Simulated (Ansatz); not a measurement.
The system is Sb.

```xyz
2
Lattice="3.1224 0.0000 0.0000 0.0000 4.3475 0.0000 -0.0389 0.0000 4.4059" Properties=species:S:1:pos:R:3 pbc="T T T"
Sb    0.0262    1.0869    1.0625
Sb    3.0573    3.2606    3.3433
```

This isn't the form of Sb at room conditions, which is rhombohedral.

* Program: Ansatz 0.2.0
* Task: relaxation of cell and atoms
* Functional: HSE06
* Potentials or basis: Ansatz PAW
* Cutoff: 420 eV (not typed: the program's choice for these potentials)
* k mesh: 5 × 3 × 3
* Occupations: fermi-dirac, width 0.05 eV
* Spin: no spin polarisation

At the start: volume 29.90 Å³/atom.

Problem. How do energy, volume and symmetry change on relaxing?

Solution. It ends after 12 steps and the volume is 30.48 Å³/atom (+1.9 %); space group Pmma (No. 51, to 0.05 Å).

Step by step:
```csv
step,energy change (eV),largest force (eV/Å),volume (Å³)
1,0.0000,0.2118,59.81
2,-0.0137,0.1719,58.96
3,-0.0335,0.2016,59.35
4,-0.0480,0.1521,59.72
5,-0.0528,0.1355,61.19
6,-0.0567,0.0211,60.85
7,-0.0575,0.0025,60.70
8,-0.0576,0.0349,60.96
9,-0.0582,0.0047,60.91
10,-0.0584,0.0009,60.92
11,-0.0584,0.0007,60.95
12,-0.0587,0.0007,60.95
```

Final structure:
```xyz
2
Lattice="3.1817 0.0000 0.0135 0.0000 4.3089 0.0000 -0.0206 0.0000 4.4458" Properties=species:S:1:pos:R:3 pbc="T T T"
Sb   -0.0044    1.0772    0.9657
Sb    3.1656    3.2317    3.4937
```

Caveat: the k mesh is coarse (spacing up to 0.48 Å⁻¹), so the values aren't converged, least of all with exact exchange; the plane-wave basis is chosen anew once the cell has moved, so the energies of steps on either side of that aren't comparable; the PAW data sets come from PBE, with cores solved anew for the run's functional, which leaves a small shift of forces and pressure.
